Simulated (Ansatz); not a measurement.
Ansatz run on Cd

System: Cd (fcc type), 1 atom in the cell.

Ansatz input (lattice in Å, positions in fractions of it)
```yaml
crystal:
  lattice:
    - [0, 2.2506, 2.2506]
    - [2.2506, 0, 2.2506]
    - [2.2506, 2.2506, 0]
  atoms:
    - { symbol: Cd, position: [0, 0, 0] }
kpoints:
  mp_grid: { grid: [4, 4, 4] }
hamiltonian:
  xc: pbe
  pseudopotentials:
    kind: paw_fr
    azcp:
      Cd: "pseudopotentials/pbe/paw/ansatz_paw_generated_hard_1/Cd.paw.azcp"
scf:
  occupations: { method: fermi_dirac, width: 0.15 }
  convergence: { dr2_threshold: "1e-9 eV" }
  max_iter: 300
output:
  forces: true
  stress: true
  eigenvalues: true
magnetization:
  noncollinear: true
  spin_orbit: true
```

Computed with PBE with spin–orbit coupling, plane waves, PAW datasets (generated hard set) (Ansatz 0.2.0 development build).

Results

| Property | Result |
| --- | --- |
| Plane-wave cutoff used | 700 eV |
| Pressure | -0.73 GPa |
| Smearing term TS | 24.1 meV/atom |
| Gap on the mesh | none (metallic) |
| Valence electrons | 20 |
| Irreducible k-points | 8 |
| CPU time | about 6 core-seconds on a shared host |

Stress tensor in GPa, compression positive:
```
-0.73  0.00  0.00
 0.00 -0.73  0.00
 0.00  0.00 -0.73
```

The stress includes the program's correction for the finite plane-wave basis.

The k-mesh is coarse, so these values belong to this mesh and can lie far from the converged ones. This cubic structure is a model: it isn't the usual form of the substance at ambient conditions, and such phases are metastable or hypothetical.
